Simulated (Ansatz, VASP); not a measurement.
# GaSb in two plane-wave programs, part 2 of 5

Aim: how closely do two programs agree when they are given the same cell, functional and k mesh? Of the first pair: The structure shown is the start of the Ansatz relaxation below; VASP solves that cell, so the two are compared at the walk's first step.

VASP 6.6.1 and Ansatz 0.2.0.

So far: The structure; Ansatz: relaxation, r2SCAN.

## 3. VASP: single point, r2SCAN, start cell, pair 1

Level of this step: r2SCAN; plane waves and PAW (Ga_d, Sb) (VASP).

The same cell, functional, mesh and smearing now go to VASP, with its own data sets.

Lines of VASP's logs that name or quote its potential files are left out, and so is its time.

INCAR

```
SYSTEM = GaSb
PREC = Accurate
ENCUT = 440
EDIFF = 1E-06
NELM = 120
ISMEAR = 0
SIGMA = 0.02
LREAL = .FALSE.
ALGO = Normal
METAGGA = R2SCAN
LASPH = .TRUE.
NBANDS = 15
LORBIT = 11
LWAVE = .FALSE.
LCHARG = .FALSE.
ISIF = 2
ISYM = 2
GGA_COMPAT = .FALSE.
EFERMI = MIDGAP
LMIXTAU = .TRUE.
KPAR = 2
```

POSCAR

```
GaSb
1.0
    0.1096640000      3.0539740000      3.0539740000
    3.0539740000      0.1096640000      3.0539740000
    3.0539740000      3.0539740000      0.1096640000
Ga Sb
1 1
Direct
    0.9978816626      0.9978816626      0.9978816626
    0.7521183374      0.7521183374      0.7521183374
```

KPOINTS

```
Points of the shifted mesh
1728
Reciprocal
 0.0416666667  0.0416666667  0.0416666667 1
 0.0416666667  0.0416666667  0.1250000000 1
 0.0416666667  0.0416666667  0.2083333333 1
 0.0416666667  0.0416666667  0.2916666667 1
 0.0416666667  0.0416666667  0.3750000000 1
 0.0416666667  0.0416666667  0.4583333333 1
 0.0416666667  0.0416666667  0.5416666667 1
 0.0416666667  0.0416666667  0.6250000000 1
 0.0416666667  0.0416666667  0.7083333333 1
 0.0416666667  0.0416666667  0.7916666667 1
 0.0416666667  0.0416666667  0.8750000000 1
 0.0416666667  0.0416666667  0.9583333333 1
 0.0416666667  0.1250000000  0.0416666667 1
 0.0416666667  0.1250000000  0.1250000000 1
 0.0416666667  0.1250000000  0.2083333333 1
 0.0416666667  0.1250000000  0.2916666667 1
 0.0416666667  0.1250000000  0.3750000000 1
 0.0416666667  0.1250000000  0.4583333333 1
 0.0416666667  0.1250000000  0.5416666667 1
 0.0416666667  0.1250000000  0.6250000000 1
 0.0416666667  0.1250000000  0.7083333333 1
 0.0416666667  0.1250000000  0.7916666667 1
 0.0416666667  0.1250000000  0.8750000000 1
 0.0416666667  0.1250000000  0.9583333333 1
 0.0416666667  0.2083333333  0.0416666667 1
 0.0416666667  0.2083333333  0.1250000000 1
 0.0416666667  0.2083333333  0.2083333333 1
 0.0416666667  0.2083333333  0.2916666667 1
 0.0416666667  0.2083333333  0.3750000000 1
 0.0416666667  0.2083333333  0.4583333333 1
 0.0416666667  0.2083333333  0.5416666667 1
 0.0416666667  0.2083333333  0.6250000000 1
 0.0416666667  0.2083333333  0.7083333333 1
 0.0416666667  0.2083333333  0.7916666667 1
 0.0416666667  0.2083333333  0.8750000000 1
 0.0416666667  0.2083333333  0.9583333333 1
 0.0416666667  0.2916666667  0.0416666667 1
 0.0416666667  0.2916666667  0.1250000000 1
 0.0416666667  0.2916666667  0.2083333333 1
 0.0416666667  0.2916666667  0.2916666667 1
 0.0416666667  0.2916666667  0.3750000000 1
 0.0416666667  0.2916666667  0.4583333333 1
 0.0416666667  0.2916666667  0.5416666667 1
 0.0416666667  0.2916666667  0.6250000000 1
 0.0416666667  0.2916666667  0.7083333333 1
 0.0416666667  0.2916666667  0.7916666667 1
 0.0416666667  0.2916666667  0.8750000000 1
 0.0416666667  0.2916666667  0.9583333333 1
 0.0416666667  0.3750000000  0.0416666667 1
 0.0416666667  0.3750000000  0.1250000000 1
 0.0416666667  0.3750000000  0.2083333333 1
 0.0416666667  0.3750000000  0.2916666667 1
 0.0416666667  0.3750000000  0.3750000000 1
 0.0416666667  0.3750000000  0.4583333333 1
 0.0416666667  0.3750000000  0.5416666667 1
 0.0416666667  0.3750000000  0.6250000000 1
 0.0416666667  0.3750000000  0.7083333333 1
 0.0416666667  0.3750000000  0.7916666667 1
 0.0416666667  0.3750000000  0.8750000000 1
 0.0416666667  0.3750000000  0.9583333333 1
 0.0416666667  0.4583333333  0.0416666667 1
 0.0416666667  0.4583333333  0.1250000000 1
 0.0416666667  0.4583333333  0.2083333333 1
 0.0416666667  0.4583333333  0.2916666667 1
 0.0416666667  0.4583333333  0.3750000000 1
 0.0416666667  0.4583333333  0.4583333333 1
 0.0416666667  0.4583333333  0.5416666667 1
 0.0416666667  0.4583333333  0.6250000000 1
 0.0416666667  0.4583333333  0.7083333333 1
 0.0416666667  0.4583333333  0.7916666667 1
 0.0416666667  0.4583333333  0.8750000000 1
 0.0416666667  0.4583333333  0.9583333333 1
 0.0416666667  0.5416666667  0.0416666667 1
 0.0416666667  0.5416666667  0.1250000000 1
 0.0416666667  0.5416666667  0.2083333333 1
 0.0416666667  0.5416666667  0.2916666667 1
 0.0416666667  0.5416666667  0.3750000000 1
 0.0416666667  0.5416666667  0.4583333333 1
 0.0416666667  0.5416666667  0.5416666667 1
 0.0416666667  0.5416666667  0.6250000000 1
 0.0416666667  0.5416666667  0.7083333333 1
 0.0416666667  0.5416666667  0.7916666667 1
 0.0416666667  0.5416666667  0.8750000000 1
 0.0416666667  0.5416666667  0.9583333333 1
 0.0416666667  0.6250000000  0.0416666667 1
 0.0416666667  0.6250000000  0.1250000000 1
 0.0416666667  0.6250000000  0.2083333333 1
 0.0416666667  0.6250000000  0.2916666667 1
 0.0416666667  0.6250000000  0.3750000000 1
 0.0416666667  0.6250000000  0.4583333333 1
 0.0416666667  0.6250000000  0.5416666667 1
 0.0416666667  0.6250000000  0.6250000000 1
 0.0416666667  0.6250000000  0.7083333333 1
 0.0416666667  0.6250000000  0.7916666667 1
 0.0416666667  0.6250000000  0.8750000000 1
 0.0416666667  0.6250000000  0.9583333333 1
 0.0416666667  0.7083333333  0.0416666667 1
 0.0416666667  0.7083333333  0.1250000000 1
 0.0416666667  0.7083333333  0.2083333333 1
 0.0416666667  0.7083333333  0.2916666667 1
 0.0416666667  0.7083333333  0.3750000000 1
 0.0416666667  0.7083333333  0.4583333333 1
 0.0416666667  0.7083333333  0.5416666667 1
 0.0416666667  0.7083333333  0.6250000000 1
 0.0416666667  0.7083333333  0.7083333333 1
 0.0416666667  0.7083333333  0.7916666667 1
 0.0416666667  0.7083333333  0.8750000000 1
 0.0416666667  0.7083333333  0.9583333333 1
 0.0416666667  0.7916666667  0.0416666667 1
 0.0416666667  0.7916666667  0.1250000000 1
 0.0416666667  0.7916666667  0.2083333333 1
 0.0416666667  0.7916666667  0.2916666667 1
[... 1390 lines left out ...]
 0.8750000000  0.4583333333  0.1250000000 1
 0.8750000000  0.4583333333  0.2083333333 1
 0.8750000000  0.4583333333  0.2916666667 1
 0.8750000000  0.4583333333  0.3750000000 1
 0.8750000000  0.4583333333  0.4583333333 1
 0.8750000000  0.4583333333  0.5416666667 1
 0.8750000000  0.4583333333  0.6250000000 1
 0.8750000000  0.4583333333  0.7083333333 1
 0.8750000000  0.4583333333  0.7916666667 1
 0.8750000000  0.4583333333  0.8750000000 1
 0.8750000000  0.4583333333  0.9583333333 1
 0.8750000000  0.5416666667  0.0416666667 1
 0.8750000000  0.5416666667  0.1250000000 1
 0.8750000000  0.5416666667  0.2083333333 1
 0.8750000000  0.5416666667  0.2916666667 1
 0.8750000000  0.5416666667  0.3750000000 1
 0.8750000000  0.5416666667  0.4583333333 1
 0.8750000000  0.5416666667  0.5416666667 1
 0.8750000000  0.5416666667  0.6250000000 1
 0.8750000000  0.5416666667  0.7083333333 1
 0.8750000000  0.5416666667  0.7916666667 1
 0.8750000000  0.5416666667  0.8750000000 1
 0.8750000000  0.5416666667  0.9583333333 1
 0.8750000000  0.6250000000  0.0416666667 1
 0.8750000000  0.6250000000  0.1250000000 1
 0.8750000000  0.6250000000  0.2083333333 1
 0.8750000000  0.6250000000  0.2916666667 1
 0.8750000000  0.6250000000  0.3750000000 1
 0.8750000000  0.6250000000  0.4583333333 1
 0.8750000000  0.6250000000  0.5416666667 1
 0.8750000000  0.6250000000  0.6250000000 1
 0.8750000000  0.6250000000  0.7083333333 1
 0.8750000000  0.6250000000  0.7916666667 1
 0.8750000000  0.6250000000  0.8750000000 1
 0.8750000000  0.6250000000  0.9583333333 1
 0.8750000000  0.7083333333  0.0416666667 1
 0.8750000000  0.7083333333  0.1250000000 1
 0.8750000000  0.7083333333  0.2083333333 1
 0.8750000000  0.7083333333  0.2916666667 1
 0.8750000000  0.7083333333  0.3750000000 1
 0.8750000000  0.7083333333  0.4583333333 1
 0.8750000000  0.7083333333  0.5416666667 1
 0.8750000000  0.7083333333  0.6250000000 1
 0.8750000000  0.7083333333  0.7083333333 1
 0.8750000000  0.7083333333  0.7916666667 1
 0.8750000000  0.7083333333  0.8750000000 1
 0.8750000000  0.7083333333  0.9583333333 1
 0.8750000000  0.7916666667  0.0416666667 1
 0.8750000000  0.7916666667  0.1250000000 1
 0.8750000000  0.7916666667  0.2083333333 1
 0.8750000000  0.7916666667  0.2916666667 1
 0.8750000000  0.7916666667  0.3750000000 1
 0.8750000000  0.7916666667  0.4583333333 1
 0.8750000000  0.7916666667  0.5416666667 1
 0.8750000000  0.7916666667  0.6250000000 1
 0.8750000000  0.7916666667  0.7083333333 1
 0.8750000000  0.7916666667  0.7916666667 1
 0.8750000000  0.7916666667  0.8750000000 1
 0.8750000000  0.7916666667  0.9583333333 1
 0.8750000000  0.8750000000  0.0416666667 1
 0.8750000000  0.8750000000  0.1250000000 1
 0.8750000000  0.8750000000  0.2083333333 1
 0.8750000000  0.8750000000  0.2916666667 1
 0.8750000000  0.8750000000  0.3750000000 1
 0.8750000000  0.8750000000  0.4583333333 1
 0.8750000000  0.8750000000  0.5416666667 1
 0.8750000000  0.8750000000  0.6250000000 1
 0.8750000000  0.8750000000  0.7083333333 1
 0.8750000000  0.8750000000  0.7916666667 1
 0.8750000000  0.8750000000  0.8750000000 1
 0.8750000000  0.8750000000  0.9583333333 1
 0.8750000000  0.9583333333  0.0416666667 1
 0.8750000000  0.9583333333  0.1250000000 1
 0.8750000000  0.9583333333  0.2083333333 1
 0.8750000000  0.9583333333  0.2916666667 1
 0.8750000000  0.9583333333  0.3750000000 1
 0.8750000000  0.9583333333  0.4583333333 1
 0.8750000000  0.9583333333  0.5416666667 1
 0.8750000000  0.9583333333  0.6250000000 1
 0.8750000000  0.9583333333  0.7083333333 1
 0.8750000000  0.9583333333  0.7916666667 1
 0.8750000000  0.9583333333  0.8750000000 1
 0.8750000000  0.9583333333  0.9583333333 1
 0.9583333333  0.0416666667  0.0416666667 1
 0.9583333333  0.0416666667  0.1250000000 1
 0.9583333333  0.0416666667  0.2083333333 1
 0.9583333333  0.0416666667  0.2916666667 1
 0.9583333333  0.0416666667  0.3750000000 1
 0.9583333333  0.0416666667  0.4583333333 1
 0.9583333333  0.0416666667  0.5416666667 1
 0.9583333333  0.0416666667  0.6250000000 1
 0.9583333333  0.0416666667  0.7083333333 1
 0.9583333333  0.0416666667  0.7916666667 1
 0.9583333333  0.0416666667  0.8750000000 1
 0.9583333333  0.0416666667  0.9583333333 1
 0.9583333333  0.1250000000  0.0416666667 1
 0.9583333333  0.1250000000  0.1250000000 1
 0.9583333333  0.1250000000  0.2083333333 1
 0.9583333333  0.1250000000  0.2916666667 1
 0.9583333333  0.1250000000  0.3750000000 1
 0.9583333333  0.1250000000  0.4583333333 1
 0.9583333333  0.1250000000  0.5416666667 1
 0.9583333333  0.1250000000  0.6250000000 1
 0.9583333333  0.1250000000  0.7083333333 1
 0.9583333333  0.1250000000  0.7916666667 1
 0.9583333333  0.1250000000  0.8750000000 1
 0.9583333333  0.1250000000  0.9583333333 1
 0.9583333333  0.2083333333  0.0416666667 1
 0.9583333333  0.2083333333  0.1250000000 1
 0.9583333333  0.2083333333  0.2083333333 1
 0.9583333333  0.2083333333  0.2916666667 1
 0.9583333333  0.2083333333  0.3750000000 1
 0.9583333333  0.2083333333  0.4583333333 1
 0.9583333333  0.2083333333  0.5416666667 1
 0.9583333333  0.2083333333  0.6250000000 1
 0.9583333333  0.2083333333  0.7083333333 1
 0.9583333333  0.2083333333  0.7916666667 1
 0.9583333333  0.2083333333  0.8750000000 1
 0.9583333333  0.2083333333  0.9583333333 1
 0.9583333333  0.2916666667  0.0416666667 1
 0.9583333333  0.2916666667  0.1250000000 1
 0.9583333333  0.2916666667  0.2083333333 1
 0.9583333333  0.2916666667  0.2916666667 1
 0.9583333333  0.2916666667  0.3750000000 1
 0.9583333333  0.2916666667  0.4583333333 1
 0.9583333333  0.2916666667  0.5416666667 1
 0.9583333333  0.2916666667  0.6250000000 1
 0.9583333333  0.2916666667  0.7083333333 1
 0.9583333333  0.2916666667  0.7916666667 1
 0.9583333333  0.2916666667  0.8750000000 1
 0.9583333333  0.2916666667  0.9583333333 1
 0.9583333333  0.3750000000  0.0416666667 1
 0.9583333333  0.3750000000  0.1250000000 1
 0.9583333333  0.3750000000  0.2083333333 1
 0.9583333333  0.3750000000  0.2916666667 1
 0.9583333333  0.3750000000  0.3750000000 1
 0.9583333333  0.3750000000  0.4583333333 1
 0.9583333333  0.3750000000  0.5416666667 1
 0.9583333333  0.3750000000  0.6250000000 1
 0.9583333333  0.3750000000  0.7083333333 1
 0.9583333333  0.3750000000  0.7916666667 1
 0.9583333333  0.3750000000  0.8750000000 1
 0.9583333333  0.3750000000  0.9583333333 1
 0.9583333333  0.4583333333  0.0416666667 1
 0.9583333333  0.4583333333  0.1250000000 1
 0.9583333333  0.4583333333  0.2083333333 1
 0.9583333333  0.4583333333  0.2916666667 1
 0.9583333333  0.4583333333  0.3750000000 1
 0.9583333333  0.4583333333  0.4583333333 1
 0.9583333333  0.4583333333  0.5416666667 1
 0.9583333333  0.4583333333  0.6250000000 1
 0.9583333333  0.4583333333  0.7083333333 1
 0.9583333333  0.4583333333  0.7916666667 1
 0.9583333333  0.4583333333  0.8750000000 1
 0.9583333333  0.4583333333  0.9583333333 1
 0.9583333333  0.5416666667  0.0416666667 1
 0.9583333333  0.5416666667  0.1250000000 1
 0.9583333333  0.5416666667  0.2083333333 1
 0.9583333333  0.5416666667  0.2916666667 1
 0.9583333333  0.5416666667  0.3750000000 1
 0.9583333333  0.5416666667  0.4583333333 1
 0.9583333333  0.5416666667  0.5416666667 1
 0.9583333333  0.5416666667  0.6250000000 1
 0.9583333333  0.5416666667  0.7083333333 1
 0.9583333333  0.5416666667  0.7916666667 1
 0.9583333333  0.5416666667  0.8750000000 1
 0.9583333333  0.5416666667  0.9583333333 1
 0.9583333333  0.6250000000  0.0416666667 1
 0.9583333333  0.6250000000  0.1250000000 1
 0.9583333333  0.6250000000  0.2083333333 1
 0.9583333333  0.6250000000  0.2916666667 1
 0.9583333333  0.6250000000  0.3750000000 1
 0.9583333333  0.6250000000  0.4583333333 1
 0.9583333333  0.6250000000  0.5416666667 1
 0.9583333333  0.6250000000  0.6250000000 1
 0.9583333333  0.6250000000  0.7083333333 1
 0.9583333333  0.6250000000  0.7916666667 1
 0.9583333333  0.6250000000  0.8750000000 1
 0.9583333333  0.6250000000  0.9583333333 1
 0.9583333333  0.7083333333  0.0416666667 1
 0.9583333333  0.7083333333  0.1250000000 1
 0.9583333333  0.7083333333  0.2083333333 1
 0.9583333333  0.7083333333  0.2916666667 1
 0.9583333333  0.7083333333  0.3750000000 1
 0.9583333333  0.7083333333  0.4583333333 1
 0.9583333333  0.7083333333  0.5416666667 1
 0.9583333333  0.7083333333  0.6250000000 1
 0.9583333333  0.7083333333  0.7083333333 1
 0.9583333333  0.7083333333  0.7916666667 1
 0.9583333333  0.7083333333  0.8750000000 1
 0.9583333333  0.7083333333  0.9583333333 1
 0.9583333333  0.7916666667  0.0416666667 1
 0.9583333333  0.7916666667  0.1250000000 1
 0.9583333333  0.7916666667  0.2083333333 1
 0.9583333333  0.7916666667  0.2916666667 1
 0.9583333333  0.7916666667  0.3750000000 1
 0.9583333333  0.7916666667  0.4583333333 1
 0.9583333333  0.7916666667  0.5416666667 1
 0.9583333333  0.7916666667  0.6250000000 1
 0.9583333333  0.7916666667  0.7083333333 1
 0.9583333333  0.7916666667  0.7916666667 1
 0.9583333333  0.7916666667  0.8750000000 1
 0.9583333333  0.7916666667  0.9583333333 1
 0.9583333333  0.8750000000  0.0416666667 1
 0.9583333333  0.8750000000  0.1250000000 1
 0.9583333333  0.8750000000  0.2083333333 1
 0.9583333333  0.8750000000  0.2916666667 1
 0.9583333333  0.8750000000  0.3750000000 1
 0.9583333333  0.8750000000  0.4583333333 1
 0.9583333333  0.8750000000  0.5416666667 1
 0.9583333333  0.8750000000  0.6250000000 1
 0.9583333333  0.8750000000  0.7083333333 1
 0.9583333333  0.8750000000  0.7916666667 1
 0.9583333333  0.8750000000  0.8750000000 1
 0.9583333333  0.8750000000  0.9583333333 1
 0.9583333333  0.9583333333  0.0416666667 1
 0.9583333333  0.9583333333  0.1250000000 1
 0.9583333333  0.9583333333  0.2083333333 1
 0.9583333333  0.9583333333  0.2916666667 1
 0.9583333333  0.9583333333  0.3750000000 1
 0.9583333333  0.9583333333  0.4583333333 1
 0.9583333333  0.9583333333  0.5416666667 1
 0.9583333333  0.9583333333  0.6250000000 1
 0.9583333333  0.9583333333  0.7083333333 1
 0.9583333333  0.9583333333  0.7916666667 1
 0.9583333333  0.9583333333  0.8750000000 1
 0.9583333333  0.9583333333  0.9583333333 1
```

The projector-augmented-wave data sets are Ga_d and Sb (PBE family, release 64).

Command:

```console
$ mpirun -np 2 vasp_std
```

Log:

```text
[banner, memory and clock lines left out]
running    2 mpi-ranks, on    1 nodes
 distrk:  each k-point on    1 cores,    2 groups
 distr:  one band on    1 cores,    1 groups

 POSCAR found type information on POSCAR GaSb
 POSCAR found :  2 types and       2 ions
|                                                                             |
|               ----> ADVICE to this user running VASP <----                  |
|                                                                             |
|     You enforced a specific xc type in the INCAR file but a different       |
|     [... a line on the potential file left out ...]
|     I HOPE YOU KNOW WHAT YOU ARE DOING!                                     |
|                                                                             |

 LDA part: xc-table for (None), standard interpolation
 POSCAR, INCAR and KPOINTS ok, starting setup
 FFT: planning ... GRIDC
 FFT: planning ... GRID_SOFT
 FFT: planning ... GRID
 WAVECAR not read
 entering main loop
       N       E                     dE             d eps       ncg     rms          rms(c)
DAV:   1     0.474222191218E+02    0.47422E+02   -0.83104E+03 52616   0.142E+03
DAV:   2    -0.333419845061E+02   -0.80764E+02   -0.77961E+02 60268   0.294E+02
DAV:   3    -0.392269187957E+02   -0.58849E+01   -0.58660E+01 61724   0.668E+01
DAV:   4    -0.393263471196E+02   -0.99428E-01   -0.99415E-01 64219   0.985E+00
DAV:   5    -0.393286058739E+02   -0.22588E-02   -0.22587E-02 66226   0.130E+00    0.313E+00
DAV:   6    -0.374929260858E+02    0.18357E+01   -0.37740E-01 56621   0.989E+00    0.217E+00
DAV:   7    -0.375603665698E+02   -0.67440E-01   -0.36056E-01 58469   0.720E+00    0.657E-01
DAV:   8    -0.375070137502E+02    0.53353E-01   -0.23661E-01 52386   0.496E+00    0.217E-01
DAV:   9    -0.375193296704E+02   -0.12316E-01   -0.13069E-02 62627   0.948E-01    0.267E-01
DAV:  10    -0.375195405807E+02   -0.21091E-03   -0.20761E-03 57776   0.470E-01    0.495E-01
DAV:  11    -0.375229754306E+02   -0.34348E-02   -0.13236E-02 55193   0.946E-01    0.439E-02
DAV:  12    -0.375217038790E+02    0.12716E-02   -0.12275E-03 66316   0.289E-01    0.466E-02
DAV:  13    -0.375227568975E+02   -0.10530E-02   -0.34033E-04 56600   0.153E-01    0.244E-02
DAV:  14    -0.375231600123E+02   -0.40311E-03   -0.45306E-04 55424   0.161E-01    0.139E-02
DAV:  15    -0.375231812094E+02   -0.21197E-04   -0.20856E-05 68517   0.548E-02    0.527E-03
DAV:  16    -0.375232045354E+02   -0.23326E-04   -0.30317E-05 53982   0.473E-02    0.408E-03
DAV:  17    -0.375232072971E+02   -0.27617E-05   -0.31882E-06 60002   0.247E-02    0.300E-03
DAV:  18    -0.375232082932E+02   -0.99612E-06   -0.33597E-07 44652   0.753E-03
   1 F= -.37523208E+02 E0= -.37523208E+02  d E =-.177751-134
```

[end of part 2 of 5]

[Lines on the potential files, build, host, timing and source positions are cut from VASP's logs without a mark.]

[Logs are printed without paths, hosts, clocks, repeated set-up lines and the standing remarks that a program may print on its own settings, such as how far it seeks lower states.]

[Hosts, paths, dates, database ids (printed as entryN), source tags and the programs' standing remarks are cut or masked in the printed files.]
